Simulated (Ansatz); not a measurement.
# Tin, hcp under RPBE: structure, energy and stiffness, part 2 of 2

The plan for tin in the hcp structure: relax it, solve it on a dense k-mesh, then scale the cell to 7 volumes from 88 to 112 % of the relaxed one and try a fit of the equation of state. Spin polarisation is left out. The k-meshes are 11×11×6 for the relaxation; 17×17×9 for the dense run; 12×12×6 for the volumes.

Ansatz 0.2.0; DFT, RPBE, plane waves (420 eV) with PAW, scalar-relativistic. The steps go on from the part before.

## (6) Equation of state: 96 %

The input, input.yaml:

```yaml
crystal:
  lattice:
    - [3.3652878995, 0.0, 0.0]
    - [-1.6826439498, 2.9144248121, 0.0]
    - [0.0, 0.0, 5.5916841078]
  atoms:
    - { symbol: Sn, position: [0.3333333333, 0.6666666667, 0.25] }
    - { symbol: Sn, position: [0.6666666667, 0.3333333333, 0.75] }
hamiltonian:
  xc: rpbe
  pseudopotentials:
    kind: paw
    azcp:
      Sn: "pseudopotentials/Sn.paw.azcp"
basis:
  ecutwfc: 420
  fft_grid_basis: typed
kpoints:
  mp_grid: { grid: [12, 12, 6], shift: [0, 0, 0] }
magnetization:
  spin_polarized: false
scf:
  occupations: { method: fermi_dirac, width: 0.1 }
  lower_state_search: "off"
output:
  stress: true
```

The run is started by

```console
$ ansatz run input.yaml --threads 2 --pin off --max-ram 5120MiB --backend cpu --events-out ev --progress --plain --runs-dir out
```

The program printed (excerpt; [...] marks lines left out):

```text
Warning: RAYON_NUM_THREADS=2 ignored (pool sized by the plan → 2); use --threads N
[...]
Pseudopotentials: kind: paw
Pseudopotential: Sn, paw, valence charge 14, recommended cutoff 420 eV (normal), <dir>
Functional definition: RPBE
[...]
Crystal: 2 atoms, lattice volume = 54.843 Å³
Basis set: ecut = 420 eV, 1099 PW (Γ)
Bands: 18, of which v1, the nominal top of the filled ones, is band 14 counted from 1 (13 counted from 0)
Symmetry: 24 space group operations
Space group: P63/mmc (ITA 194), of the structure as read, at distance tolerance 3.8e-5 Å
k-points: 76 of 864
[...]
SCF iter   1: F=—  HF=-12065.423075 eV  |F-HF|=—  |Δ(HF+E_count)|=         —  Δρ=3.01e-3  dr2=2.38e-3  ethr=1.77e-3  ⟨swp⟩=5.4  Hψ=6573  notcnv=0
[...]
SCF iter   6: F=-12065.421853 eV  HF=-12065.421853 eV  |F-HF|=1.47e-10  |Δ(HF+E_count)|=   6.92e-9  Δρ=2.47e-6  dr2=3.56e-9  ethr=2.14e-10  ⟨swp⟩=2.8  Hψ=5212  notcnv=0
[...]
SCF converged after 6 iterations
Free energy (F): -12065.421853 eV
[...]
E sigma→0 (E₀):  -12065.402138 eV
Entropy (-TS):   -0.039430 eV (-19.715 meV/atom)
Fermi energy:    10.822368 eV
[...]
--- Stress (GPa, compression-positive) ---
        2.462950      -0.000000       0.000000
        0.000000       2.462950       0.000000
        0.000000       0.000000       1.333949
  P = ⅓ Tr σ = 2.0866 GPa (20.866 kbar)
```

Run time: 0.99 s. Hardware: 2 threads of AMD EPYC 9R45 (Zen 5), shared host; peak memory 0.47 GiB.

## (7) Equation of state: 100 %

Changes to input.yaml since step 6:

```diff
@@ -2,5 +2,5 @@
   lattice:
-    - [3.3652878995, 0.0, 0.0]
-    - [-1.6826439498, 2.9144248121, 0.0]
-    - [0.0, 0.0, 5.5916841078]
+    - [3.411393463, 0.0, 0.0]
+    - [-1.7056967315, 2.9543534013, 0.0]
+    - [0.0, 0.0, 5.6682920399]
   atoms:
```

The run is started by

```console
$ ansatz run input.yaml --threads 2 --pin off --max-ram 5120MiB --backend cpu --events-out ev --progress --plain --runs-dir out
```

The program printed (excerpt; [...] marks lines left out):

```text
Warning: RAYON_NUM_THREADS=2 ignored (pool sized by the plan → 2); use --threads N
[...]
[... 3 set-up lines as earlier in the session ...]
[...]
Crystal: 2 atoms, lattice volume = 57.128 Å³
Basis set: ecut = 420 eV, 1099 PW (Γ)
Bands: 18, of which v1, the nominal top of the filled ones, is band 14 counted from 1 (13 counted from 0)
[... 2 set-up lines as earlier in the session ...]
k-points: 76 of 864
[...]
SCF iter   1: F=—  HF=-12065.438649 eV  |F-HF|=—  |Δ(HF+E_count)|=         —  Δρ=2.64e-3  dr2=1.89e-3  ethr=1.77e-3  ⟨swp⟩=5.4  Hψ=6580  notcnv=0
[...]
SCF iter   6: F=-12065.437126 eV  HF=-12065.437126 eV  |F-HF|=1.55e-9  |Δ(HF+E_count)|=   8.05e-9  Δρ=2.45e-6  dr2=3.93e-9  ethr=1.62e-10  ⟨swp⟩=2.2  Hψ=4477  notcnv=0
[...]
SCF converged after 6 iterations
Free energy (F): -12065.437126 eV
[...]
E sigma→0 (E₀):  -12065.417528 eV
Entropy (-TS):   -0.039196 eV (-19.598 meV/atom)
Fermi energy:    10.239653 eV
[...]
--- Stress (GPa, compression-positive) ---
        0.425739       0.000000       0.000000
        0.000000       0.425739       0.000000
        0.000000       0.000000      -0.472595
  P = ⅓ Tr σ = 0.1263 GPa (1.263 kbar)
```

Run time: 1 s. Hardware: 2 threads of AMD EPYC 9R45 (Zen 5), shared host; peak memory 0.47 GiB.

## (8) Equation of state: 104 %

Changes to input.yaml since step 7:

```diff
@@ -2,5 +2,5 @@
   lattice:
-    - [3.411393463, 0.0, 0.0]
-    - [-1.7056967315, 2.9543534013, 0.0]
-    - [0.0, 0.0, 5.6682920399]
+    - [3.4562853672, 0.0, 0.0]
+    - [-1.7281426836, 2.9932309307, 0.0]
+    - [0.0, 0.0, 5.7428833838]
   atoms:
@@ -26 +26,5 @@
   stress: true
+  write_density: true
+  write_potential: true
+  elf: true
+  volumetric_format: npy
```

The run is started by

```console
$ ansatz run input.yaml --threads 2 --pin off --max-ram 5120MiB --backend cpu --events-out ev --progress --plain --runs-dir out
```

The program printed (excerpt; [...] marks lines left out):

```text
Warning: RAYON_NUM_THREADS=2 ignored (pool sized by the plan → 2); use --threads N
[...]
[... 3 set-up lines as earlier in the session ...]
[...]
Crystal: 2 atoms, lattice volume = 59.413 Å³
Basis set: ecut = 420 eV, 1141 PW (Γ)
Bands: 18, of which v1, the nominal top of the filled ones, is band 14 counted from 1 (13 counted from 0)
[... 2 set-up lines as earlier in the session ...]
k-points: 76 of 864
[...]
SCF iter   1: F=—  HF=-12065.428823 eV  |F-HF|=—  |Δ(HF+E_count)|=         —  Δρ=2.63e-3  dr2=1.97e-3  ethr=1.77e-3  ⟨swp⟩=5.5  Hψ=6592  notcnv=0
[...]
SCF iter   6: F=-12065.427300 eV  HF=-12065.427300 eV  |F-HF|=2.55e-9  |Δ(HF+E_count)|=   1.63e-8  Δρ=3.11e-6  dr2=6.91e-9  ethr=2.63e-10  ⟨swp⟩=6.8  Hψ=8473  notcnv=0
[...]
SCF converged after 6 iterations
Free energy (F): -12065.427300 eV
[...]
E sigma→0 (E₀):  -12065.407740 eV
Entropy (-TS):   -0.039120 eV (-19.560 meV/atom)
Fermi energy:    9.705037 eV
[...]
--- Stress (GPa, compression-positive) ---
       -1.211065       0.000000       0.000000
        0.000000      -1.211065      -0.000000
        0.000000      -0.000000      -1.917035
  P = ⅓ Tr σ = -1.4464 GPa (-14.464 kbar)
--- Band table (eV; the first three rows and the last of 76) ---
  k-point 0: bands = ["-11.8490", "-11.8410", "-11.8359", "-11.8359", "-11.8289", "-11.8289", "-11.8021", "-11.8021", "-11.7366", "-11.7366", "-0.7456", "2.9656", "5.5370", "15.2105", "15.2105", "16.6156", "16.7550", "16.7550"]
[...]
```

Wall time 1.4 s (2 threads of AMD EPYC 9R45 (Zen 5), shared host); peak memory 0.48 GiB.

## (9) Equation of state: 108 %

Changes to input.yaml since step 8:

```diff
@@ -2,5 +2,5 @@
   lattice:
-    - [3.4562853672, 0.0, 0.0]
-    - [-1.7281426836, 2.9932309307, 0.0]
-    - [0.0, 0.0, 5.7428833838]
+    - [3.5000404599, 0.0, 0.0]
+    - [-1.7500202299, 3.0311239525, 0.0]
+    - [0.0, 0.0, 5.8155858282]
   atoms:
@@ -26,5 +26 @@
   stress: true
-  write_density: true
-  write_potential: true
-  elf: true
-  volumetric_format: npy
```

The run is started by

```console
$ ansatz run input.yaml --threads 2 --pin off --max-ram 5120MiB --backend cpu --events-out ev --progress --plain --runs-dir out
```

The program printed (excerpt; [...] marks lines left out):

```text
Warning: RAYON_NUM_THREADS=2 ignored (pool sized by the plan → 2); use --threads N
[...]
[... 3 set-up lines as earlier in the session ...]
[...]
Crystal: 2 atoms, lattice volume = 61.698 Å³
Basis set: ecut = 420 eV, 1189 PW (Γ)
Bands: 18, of which v1, the nominal top of the filled ones, is band 14 counted from 1 (13 counted from 0)
[... 1 set-up line as earlier in the session ...]
Space group: P63/mmc (ITA 194), of the structure as read, at distance tolerance 4.0e-5 Å
k-points: 76 of 864
[...]
SCF iter   1: F=—  HF=-12065.398865 eV  |F-HF|=—  |Δ(HF+E_count)|=         —  Δρ=2.64e-3  dr2=2.07e-3  ethr=1.77e-3  ⟨swp⟩=5.6  Hψ=6645  notcnv=0
[...]
SCF iter   6: F=-12065.397374 eV  HF=-12065.397374 eV  |F-HF|=3.65e-9  |Δ(HF+E_count)|=   2.23e-8  Δρ=3.59e-6  dr2=9.40e-9  ethr=3.57e-10  ⟨swp⟩=4.0  Hψ=4146  notcnv=0
[...]
SCF converged after 6 iterations
Free energy (F): -12065.397374 eV
[...]
E sigma→0 (E₀):  -12065.377609 eV
Entropy (-TS):   -0.039529 eV (-19.765 meV/atom)
Fermi energy:    9.211727 eV
[...]
--- Stress (GPa, compression-positive) ---
       -2.522446      -0.000000       0.000000
        0.000000      -2.522446       0.000000
        0.000000       0.000000      -3.064214
  P = ⅓ Tr σ = -2.7030 GPa (-27.030 kbar)
```

Wall time 1 s (2 threads of AMD EPYC 9R45 (Zen 5), shared host); peak memory 0.47 GiB.

## (10) Equation of state: 112 %

Changes to input.yaml since step 9:

```diff
@@ -2,5 +2,5 @@
   lattice:
-    - [3.5000404599, 0.0, 0.0]
-    - [-1.7500202299, 3.0311239525, 0.0]
-    - [0.0, 0.0, 5.8155858282]
+    - [3.5427280872, 0.0, 0.0]
+    - [-1.7713640436, 3.0680925222, 0.0]
+    - [0.0, 0.0, 5.8865145969]
   atoms:
@@ -26 +26,5 @@
   stress: true
+  write_density: true
+  write_potential: true
+  elf: true
+  volumetric_format: npy
```

The run is started by

```console
$ ansatz run input.yaml --threads 2 --pin off --max-ram 5120MiB --backend cpu --events-out ev --progress --plain --runs-dir out
```

The program printed (excerpt; [...] marks lines left out):

```text
Warning: RAYON_NUM_THREADS=2 ignored (pool sized by the plan → 2); use --threads N
[...]
[... 3 set-up lines as earlier in the session ...]
[...]
Crystal: 2 atoms, lattice volume = 63.983 Å³
Basis set: ecut = 420 eV, 1249 PW (Γ)
Bands: 18, of which v1, the nominal top of the filled ones, is band 14 counted from 1 (13 counted from 0)
[... 2 set-up lines as earlier in the session ...]
k-points: 76 of 864
[...]
SCF iter   1: F=—  HF=-12065.353038 eV  |F-HF|=—  |Δ(HF+E_count)|=         —  Δρ=2.61e-3  dr2=2.16e-3  ethr=1.77e-3  ⟨swp⟩=5.6  Hψ=6641  notcnv=0
[...]
SCF iter   6: F=-12065.351435 eV  HF=-12065.351435 eV  |F-HF|=4.97e-9  |Δ(HF+E_count)|=   2.31e-8  Δρ=3.85e-6  dr2=1.07e-8  ethr=3.57e-10  ⟨swp⟩=9.1  Hψ=8601  notcnv=0
[...]
SCF converged after 6 iterations
Free energy (F): -12065.351435 eV
[...]
E sigma→0 (E₀):  -12065.331195 eV
Entropy (-TS):   -0.040481 eV (-20.240 meV/atom)
Fermi energy:    8.753814 eV
[...]
--- Stress (GPa, compression-positive) ---
       -3.566417       0.000000       0.000000
       -0.000000      -3.566417       0.000000
        0.000000       0.000000      -3.965904
  P = ⅓ Tr σ = -3.6996 GPa (-36.996 kbar)
--- Band table (eV; the first three rows and the last of 76) ---
  k-point 0: bands = ["-12.8144", "-12.8060", "-12.8034", "-12.8034", "-12.7982", "-12.7982", "-12.7780", "-12.7780", "-12.7265", "-12.7265", "-1.2492", "2.0942", "4.9183", "13.8294", "13.8294", "15.0908", "15.2406", "15.2406"]
[...]
```

Wall time 1.5 s (2 threads of AMD EPYC 9R45 (Zen 5), shared host); peak memory 0.48 GiB.

## (11) The equation of state

The cell was scaled evenly, with its shape and the fractional positions fixed.

```tsv
V (Å³/atom)	E − E₀ (meV/atom)	P from the stress (GPa)	P from the fit (GPa)
25.136	73.6	7.60	7.55
26.279	31.0	4.53	4.52
27.421	7.7	2.09	2.09
28.564	0.0	0.13	0.13
29.706	4.9	-1.45	-1.45
30.849	20.0	-2.70	-2.72
31.991	43.2	-3.70	-3.76
```

Fit (Birch-Murnaghan, third order): V₀ = 28.651 Å³/atom, B₀ = 43 GPa, B₀′ = 4.4, largest residual 0.02 meV/atom.

## (12) Summary of results

The summary covers parts 1 to 2.

| quantity | value |
| --- | --- |
| space group (spins left aside) | P6_3/mmc (No. 194) |
| conventional cell | a = 3.411 Å, c = 5.668 Å (c/a = 1.662) |
| volume | 28.564 Å³/atom |
| shortest distance | 3.411 Å |
| gap on the mesh | none (levels filled in part) |
| relative to alpha-Sn (diamond) | +97 meV/atom |
| V₀, B₀, B₀′ | 28.651 Å³/atom, 43 GPa, 4.4 |

In words: The relaxation enlarged the cell by 1.9 % in volume. It lies 97 meV/atom above the element's reference form at the same level (alpha-Sn (diamond), from a run of its own). No gap shows: it is a metal or semimetal at this level. The fitted modulus is 43 GPa; letting shape and positions relax at each volume could only lower it. Relaxation kept the symmetry; phonons were not checked.
